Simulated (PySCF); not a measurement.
Propanal, C3H6O.
Bonds: C1–C2, C2–C3, C3–O4 (double). Hydrogens: H5, H6, H7 on C1; H8, H9 on C2; H10 on C3.

The same species was optimised twice, with GFN2-xTB and with PBE0-D3(BJ)/def2-SVP (PySCF), and the same property calculations (PySCF, gas phase) were run on both structures.

```tsv
coordinate	GFN2-xTB	PBE0-D3(BJ)/def2-SVP	change
C3–H10 (Å)	1.110	1.123	+0.013
C1–H7 (Å)	1.087	1.100	+0.013
C2–H9 (Å)	1.094	1.106	+0.012
C1–H6 (Å)	1.087	1.099	+0.012
C1–H5 (Å)	1.087	1.099	+0.012
C2–H8 (Å)	1.094	1.106	+0.012
C1–C2 (Å)	1.522	1.515	-0.007
C3=O4 (Å)	1.197	1.202	+0.005
C2–C3 (Å)	1.501	1.502	+0.001
H8–C2–H9 (°)	106.8	104.3	-2.5
C2–C3–H10 (°)	113.1	114.7	+1.6
C1–C2–C3 (°)	112.7	114.1	+1.4
C1–C2–H8 (°)	111.0	112.2	+1.2
C2–C3–O4 (°)	125.9	124.7	-1.2
C1–C2–H9 (°)	111.0	112.1	+1.1
H6–C1–H7 (°)	108.0	107.0	-1.0
C3–C2–H9 (°)	107.5	106.6	-0.9
C1–C2–C3–O4 (°)	0	-1	-1
```

Rotational constants: A = 16836, B = 5956, C = 4652 MHz (GFN2-xTB) against A = 16795, B = 5913, C = 4622 MHz (PBE0-D3(BJ)/def2-SVP).

On the GFN2-xTB structure: HOMO (eV) -7.43 [PBE0/pcSseg-1]; LUMO (eV) -0.50 [PBE0/pcSseg-1]; dipole (D) 2.69 [PBE0/pcSseg-1]; GIAO shielding of C1 (ppm) 179.2 [PBE0/pcSseg-1]; GIAO shielding of C2 (ppm) 143.9 [PBE0/pcSseg-1]; GIAO shielding of C3 (ppm) -18.9 [PBE0/pcSseg-1]; GIAO shielding of O4 (ppm) -354.5 [PBE0/pcSseg-1].

Problem. What do these properties become on the PBE0-D3(BJ)/def2-SVP structure?

Solution. 
```json
{"property": "HOMO (eV)", "level": "PBE0/pcSseg-1", "on GFN2-xTB": "-7.43", "on PBE0-D3(BJ)/def2-SVP": "-7.43", "change": "0.00"}
{"property": "LUMO (eV)", "level": "PBE0/pcSseg-1", "on GFN2-xTB": "-0.50", "on PBE0-D3(BJ)/def2-SVP": "-0.52", "change": "-0.02"}
{"property": "dipole (D)", "level": "PBE0/pcSseg-1", "on GFN2-xTB": "2.69", "on PBE0-D3(BJ)/def2-SVP": "2.71", "change": "+0.02"}
{"property": "energy, GFN2-xTB geometry as zero (kcal/mol)", "level": "PBE0/pcSseg-1", "on GFN2-xTB": "0.0", "on PBE0-D3(BJ)/def2-SVP": "-0.4", "change": "-0.4"}
{"property": "GIAO shielding of C1 (ppm)", "level": "PBE0/pcSseg-1", "on GFN2-xTB": "179.2", "on PBE0-D3(BJ)/def2-SVP": "177.4", "change": "-1.8"}
{"property": "GIAO shielding of C2 (ppm)", "level": "PBE0/pcSseg-1", "on GFN2-xTB": "143.9", "on PBE0-D3(BJ)/def2-SVP": "142.5", "change": "-1.4"}
{"property": "GIAO shielding of C3 (ppm)", "level": "PBE0/pcSseg-1", "on GFN2-xTB": "-18.9", "on PBE0-D3(BJ)/def2-SVP": "-19.7", "change": "-0.8"}
{"property": "GIAO shielding of O4 (ppm)", "level": "PBE0/pcSseg-1", "on GFN2-xTB": "-354.5", "on PBE0-D3(BJ)/def2-SVP": "-360.3", "change": "-5.8"}
```

The heavy atoms differ by 0.009 Å rms after alignment. Among all bonds C1–H5, C1–H6, C1–H7, C2–H8, C2–H9 and C3–H10 change most and about equally (+0.012 to +0.013 Å). Changes are differences of the printed values. Neither structure is proved a minimum here.

Shape of the structure used: `[CH3:1][CH2:2][CH:3]=[O:4]`: C1–C2–C3–O4 -1°.
